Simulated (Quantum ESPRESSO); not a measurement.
# Ti: Wannier functions under several settings

```
Ti
1.0
    -1.64100    1.64100    1.64100
     1.64100   -1.64100    1.64100
     1.64100    1.64100   -1.64100
Ti
1
Cartesian
  0.0000 0.0000 0.0000
```

This isn't the form of Ti at room conditions, which is hcp.

All runs used Quantum ESPRESSO 7.5; potentials PseudoDojo 0.4.1 SR PBEsol standard; k mesh 9 × 9 × 9; given cell; no spin polarisation; cutoff 1143 eV; occupations fermi-dirac, width 0.05 eV.

| level | start | Wannier mesh | spread a function (Å²) | RMS miss of the bands (meV) |
| --- | --- | --- | --- | --- |
| PBEsol | atomic projections with disentanglement | 7 × 7 × 7 | 0.98 | 18 |
| PBEsol | atomic projections with disentanglement, not minimised | 7 × 7 × 7 | 1.45 | 15 |
| PBEsol | SCDM with an erfc weight | 7 × 7 × 7 | ? | ? |

What stands in the row left open?

Spread a function 2.25 Å²; RMS miss of the bands 77 meV.
